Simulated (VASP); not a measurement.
# PbSe (kn) (Fm-3m) in VASP: single point with PBEsol

Aim: the single point of PbSe (kn) with PBEsol.

All numbers are computed with VASP 6.6.1; they aren't measurements. Logs are shortened: lines on timing, memory, paths and dates and some standing lists are left out, and cuts for length are marked.

**Experimental background.**

A printed reference work, monograph reports, for a bulk crystal of PbSe at 300 K: band gap 0.28 eV (direct).

The results are compared with them further down.

### Step 1. The cell of the first run

It takes space group Fm-3m (No. 225, cubic). The conventional cell has a = 6.103 Å, b = 6.103 Å, c = 6.103 Å, α = 90.00°, β = 90.00°, γ = 90.00°. Pb (site symmetry m-3m) has 6 Se at 3.05 Å within 4.0 Å. Within 4.0 Å of Se (site symmetry m-3m) lie 6 Pb at 3.05 Å.

### Step 2. Single point, PBEsol

Contents of INCAR:

```
SYSTEM = PbSe
ALGO = Normal ; EDIFF = 1E-6
ENCUT = 500 ; GGA = PS
GGA_COMPAT = .False. ; ISIF = 2
ISMEAR = 0 ; LASPH = .True.
LCHARG = .True. ; LELF = .True.
LREAL = .False. ; LVHAR = .True.
LWAVE = .False. ; NBANDS = 17
NELM = 120 ; PREC = Accurate
SIGMA = 0.01
```

Contents of KPOINTS:

```
k-points
0
Gamma
  6 6 6
  0 0 0
```

Contents of POSCAR:

```
PbSe
1.0
    0.0000000000      3.0515036358      3.0515036358
    3.0515036358      0.0000000000      3.0515036358
    3.0515036358      3.0515036358      0.0000000000
Pb Se
1 1
Direct
    0.0000000000      0.0000000000      0.0000000000
    0.5000000000      0.5000000000      0.5000000000
```

Potentials or basis: VASP PAW PBE potentials, release 64 (Pb_d, Se).

On the command line:

```sh
$ cat potpaw_PBE.64/Pb_d/POTCAR potpaw_PBE.64/Se/POTCAR > POTCAR
$ mpirun -np 1 vasp_std > vasp.out
```

OUTCAR:

```text
SYSTEM = PbSe
   EDIFF = 1E-6
   ENCUT = 500
   GGA = PS
   ISIF = 2
   ISMEAR = 0
   LASPH = .True.
   LREAL = .False.
   NELM = 120
   PREC = Accurate

 ion  position               nearest neighbor table
   1  0.000  0.000  0.000-   2 3.05   2 3.05   2 3.05   2 3.05   2 3.05   2 3.05
   2  0.500  0.500  0.500-   1 3.05   1 3.05   1 3.05   1 3.05   1 3.05   1 3.05

  LATTYP: Found a face centered cubic cell.
 ALAT       =     6.1030072716

  Lattice vectors:

 A1 = (   0.0000000000,   3.0515036358,   3.0515036358)
 A2 = (   3.0515036358,   0.0000000000,   3.0515036358)
 A3 = (   3.0515036358,   3.0515036358,   0.0000000000)

Analysis of symmetry for initial positions (statically):
=====================================================================
 Subroutine PRICEL returns:
 Original cell was already a primitive cell.

 Routine SETGRP: Setting up the symmetry group for a
 face centered cubic supercell.

 Subroutine GETGRP returns: Found 48 space group operations
 (whereof 48 operations were pure point group operations)
 out of a pool of 48 trial point group operations.

The static configuration has the point symmetry O_h .

Analysis of symmetry for dynamics (positions and initial velocities):
=====================================================================
 Subroutine PRICEL returns:
 Original cell was already a primitive cell.

 Routine SETGRP: Setting up the symmetry group for a
 face centered cubic supercell.

 Subroutine GETGRP returns: Found 48 space group operations
 (whereof 48 operations were pure point group operations)
 out of a pool of 48 trial point group operations.

The dynamic configuration has the point symmetry O_h .

 Subroutine INISYM returns: Found 48 space group operations
 (whereof 48 operations are pure point group operations),
 and found     1 'primitive' translations

----------------------------------------------------------------------------------------

                                     Primitive cell

  volume of cell :      56.8292

  direct lattice vectors                    reciprocal lattice vectors
     0.000000000  3.051503636  3.051503636    -0.163853647  0.163853647  0.163853647
     3.051503636  0.000000000  3.051503636     0.163853647 -0.163853647  0.163853647
     3.051503636  3.051503636  0.000000000     0.163853647  0.163853647 -0.163853647

  length of vectors
     4.315477827  4.315477827  4.315477827     0.283802842  0.283802842  0.283802842

  position of ions in fractional coordinates (direct lattice)
     0.000000000  0.000000000  0.000000000
     0.500000000  0.500000000  0.500000000

  ion indices of the primitive-cell ions
   primitive index   ion index
                 1           1
                 2           2

----------------------------------------------------------------------------------------

 KPOINTS: k-points

Automatic generation of k-mesh.
 Grid dimensions read from file:
 generate k-points for:    6    6    6

 Generating k-lattice:

  Cartesian coordinates                     Fractional coordinates (reciprocal lattice)
    -0.027308941  0.027308941  0.027308941     0.166666667  0.000000000  0.000000000
     0.027308941 -0.027308941  0.027308941     0.000000000  0.166666667  0.000000000
     0.027308941  0.027308941 -0.027308941     0.000000000  0.000000000  0.166666667

  Length of vectors
     0.047300474  0.047300474  0.047300474

  Shift w.r.t. Gamma in fractional coordinates (k-lattice)
     0.000000000  0.000000000  0.000000000

 Subroutine IBZKPT returns following result:
 ===========================================

 Found     16 irreducible k-points:

 Following reciprocal coordinates:
            Coordinates               Weight
  0.000000  0.000000  0.000000      1.000000
  0.166667  0.000000  0.000000      8.000000
  0.333333  0.000000  0.000000      8.000000
  0.500000  0.000000  0.000000      4.000000
  0.166667  0.166667  0.000000      6.000000
  0.333333  0.166667  0.000000     24.000000
[... 8 lines left out ...]
 -0.333333  0.333333  0.166667     24.000000
 -0.333333  0.500000  0.166667     12.000000
   k-points           NKPTS =     16   k-points in BZ     NKDIM =     16   number of bands    NBANDS=     17
   number of dos      NEDOS =    301   number of ions     NIONS =      2
   total plane-waves  NPLWV =  32768
   dimension x,y,z NGX =    32 NGY =   32 NGZ =   32
   dimension x,y,z NGXF=    64 NGYF=   64 NGZF=   64
   ions per type =               1   1
   NGX,Y,Z   is equivalent  to a cutoff of  12.33, 12.33, 12.33 a.u.
   NGXF,Y,Z  is equivalent  to a cutoff of  24.65, 24.65, 24.65 a.u.
 SYSTEM =  PbSe
   PREC   = accura    normal or accurate (medium, high low for compatibility)
   ISTART =      0    job   : 0-new  1-cont  2-samecut
   ICHARG =      2    charge: 1-file 2-atom 10-const
   ISPIN  =      1    spin polarized calculation?
   LNONCOLLINEAR =      F non collinear calculations
   LSORBIT =      F    spin-orbit coupling
   LASPH  =      T    aspherical Exc in radial PAW
   ENCUT  =  500.0 eV  36.75 Ry    6.06 a.u.   7.87  7.87  7.87*2*pi/ulx,y,z
   NELM   =    120;   NELMIN=  2; NELMDL= -5     # of ELM steps
   EDIFF  = 0.1E-05   stopping-criterion for ELM
   LREAL  =      F    real-space projection
   EDIFFG = 0.1E-04   stopping-criterion for IOM
   NSW    =      0    number of steps for IOM
   IBRION =     -1    ionic relax: 0-MD 1-quasi-New 2-CG
   NFREE  =      0    steps in history (QN), initial steepest desc. (CG)
   ISIF   =      2    stress and relaxation
   ISYM   =      2    0-nonsym 1-usesym 2-fastsym
   POTIM  = 0.5000    time-step for ionic-motion
   TEBEG  =    0.0;   TEEND  =   0.0 temperature during run
   PSTRESS=    0.0 pullay stress
   NELECT =      20.0000    total number of electrons
   NUPDOWN=      -1.0000    fix difference up-down
   EMIN   =  10.00;   EMAX   =-10.00  energy-range for DOS
   EFERMI =   0.00;   METHOD = LEGACY
   ISMEAR =     0;   SIGMA  =   0.01  broadening in eV -4-tet -1-fermi 0-gaus
   EFERMI_NEDOS =   21; number of points for ismear=-14 and -15
   IALGO  =     38    algorithm
   IMIX   =      4    mixing-type and parameters
     AMIX     =   0.40;   BMIX     =  1.00
     AMIX_MAG =   1.60;   BMIX_MAG =  1.00
  volume/ion in A,a.u.               =      28.41       191.75
  Fermi-wavevector in a.u.,A,eV,Ry     =   1.155831  2.184204 18.176634  1.335945
  Thomas-Fermi vector in A             =   2.292456
   LORBIT       =      0    0 simple, 1 ext, 2 COOP (PROOUT), +10 PAW based schemes
   GGA     = PS    functional components
   LHFCALC =     F    Hartree Fock is set to
   AEXX    =    0.0000 exact exchange contribution
   IVDW    =     0    specifies the selected vdW correction
   LEPSILON=     F    determine dielectric tensor
   LRPA    =     F    only Hartree local field effects (RPA)
 non-spin polarized calculation
 Gauss-broadening in eV      SIGMA  =   0.01
  energy-cutoff  :      500.00
  volume of cell :       56.83
 maximum number of plane-waves:      1459
   NGX = 15   NGY = 15   NGZ = 15

 number of electron      20.0000003 magnetization

 Free energy of the ion-electron system (eV)
  ---------------------------------------------------
  ext. energy  EPLUGINS =         0.00000000
  ---------------------------------------------------
  free energy    TOTEN  =        -8.92108193 eV

  energy without entropy =       -8.92108193  energy(sigma->0) =       -8.92108193

 E-fermi :   5.1412     XC(G=0):  -9.7615

 val. band max:        5.0270434881   @ k =   0.5000   0.0000   0.0000
 cond. band min:       5.2007267447   @ k =   0.5000   0.0000   0.0000
 fundamental gap:      0.1736832566
 Fermi energy:         5.1411937676

 k-point     1 :       0.0000    0.0000    0.0000
  band No.  band energies     occupation
      1     -11.7384      2.00000
      2     -11.7384      2.00000
      3     -11.7384      2.00000
      4     -11.7374      2.00000
      5     -11.7374      2.00000
      6      -8.6644      2.00000
[... 9 lines left out ...]
     16      11.4503      0.00000
     17      12.9950      0.00000

 k-point     2 :       0.1667    0.0000    0.0000
  band No.  band energies     occupation
      1     -11.7441      2.00000
      2     -11.7441      2.00000
      3     -11.7374      2.00000
      4     -11.7295      2.00000
      5     -11.7295      2.00000
      6      -8.4524      2.00000
[... 9 lines left out ...]
     16      12.0370      0.00000
     17      14.7996      0.00000

 k-point     3 :       0.3333    0.0000    0.0000
  band No.  band energies     occupation
      1     -11.7570      2.00000
      2     -11.7570      2.00000
      3     -11.7361      2.00000
      4     -11.7120      2.00000
      5     -11.7120      2.00000
      6      -7.9241      2.00000
[... 9 lines left out ...]
     16      13.5053      0.00000
     17      16.7777      0.00000

 k-point     4 :       0.5000    0.0000    0.0000
  band No.  band energies     occupation
      1     -11.7635      2.00000
      2     -11.7635      2.00000
      3     -11.7357      2.00000
      4     -11.7032      2.00000
      5     -11.7032      2.00000
      6      -7.5664      2.00000
[... 9 lines left out ...]
     16      15.1409      0.00000
     17      15.1409      0.00000
[... 183 lines left out ...]
      1     -11.8081      2.00000
      2     -11.7405      2.00000
      3     -11.7389      2.00000
      4     -11.7090      2.00000
      5     -11.7038      2.00000
      6      -7.5114      2.00000
[... 9 lines left out ...]
     16      15.2175      0.00000
     17      15.5744      0.00000

 k-point    15 :      -0.3333    0.3333    0.1667
  band No.  band energies     occupation
      1     -11.8180      2.00000
      2     -11.7443      2.00000
      3     -11.7250      2.00000
      4     -11.7213      2.00000
      5     -11.6968      2.00000
      6      -7.2572      2.00000
[... 9 lines left out ...]
     16      16.3679      0.00000
     17      16.3966      0.00000

 k-point    16 :      -0.3333    0.5000    0.1667
  band No.  band energies     occupation
      1     -11.8483      2.00000
      2     -11.7419      2.00000
      3     -11.7313      2.00000
      4     -11.7084      2.00000
      5     -11.6908      2.00000
      6      -7.1541      2.00000
[... 9 lines left out ...]
     16      16.6885      0.00000
     17      17.7579      0.00000

------------------------ aborting loop because EDIFF is reached ----------------------------------------

  FORCE on cell =-STRESS in cart. coord.  units (eV):
  Direction    XX          YY          ZZ          XY          YZ          ZX
  --------------------------------------------------------------------------------------
  -------------------------------------------------------------------------------------
  Total       -0.0243838     -0.0243838     -0.0243838      0.0000000     -0.0000000      0.0000000
  in kB       -0.6874490     -0.6874490     -0.6874490      0.0000000     -0.0000000      0.0000000
  external PRESSURE =      -0.6874490 kB  Pullay stress =       0.0000000 kB

 VOLUME and BASIS-vectors are now :
 -----------------------------------------------------------------------------
  energy-cutoff  :      500.00
  volume of cell :       56.83
      direct lattice vectors                 reciprocal lattice vectors
     0.000000000  3.051503636  3.051503636    -0.163853647  0.163853647  0.163853647
     3.051503636  0.000000000  3.051503636     0.163853647 -0.163853647  0.163853647
     3.051503636  3.051503636  0.000000000     0.163853647  0.163853647 -0.163853647

 POSITION                                       TOTAL-FORCE (eV/Angst)
 -----------------------------------------------------------------------------------
      0.00000      0.00000      0.00000         0.000000      0.000000     -0.000000
      3.05150      3.05150      3.05150        -0.000000     -0.000000      0.000000
 -----------------------------------------------------------------------------------
    total drift:                                0.000000     -0.000000     -0.000000

  FREE ENERGIE OF THE ION-ELECTRON SYSTEM (eV)
  ---------------------------------------------------
  free  energy   TOTEN  =        -8.9210819324 eV

  energy  without entropy=       -8.9210819324  energy(sigma->0) =       -8.92108193
```

Wall time 11 s (1 thread of AMD EPYC 9R14 (Zen 4), shared host); peak memory 0.15 GiB.

What came out:

```
Free energy            : -8.9211 eV
Pressure               : -0.1 GPa
Band gap on the k mesh : 0.17 eV, direct
```

Caveat: the PAW data sets were made with another functional, which shifts forces and pressure a little; spin-orbit coupling is left out, which moves the levels of the heavy elements.

### Step 3. Comparison with measurements

Step 2. A measured gap of PbSe is 0.28 eV (direct; 300 K; a printed reference work, monograph); the calculated 0.17 eV misses it by -0.11 eV. 2 values of this kind are on record (0.15 to 0.28 eV); this one was drawn at random. Spin-orbit coupling on Pb, Se is left out. The value is that of PBEsol on a finite k mesh, which can miss the band edges, without temperature or zero-point motion. Semilocal functionals fall short of measured gaps as a rule.
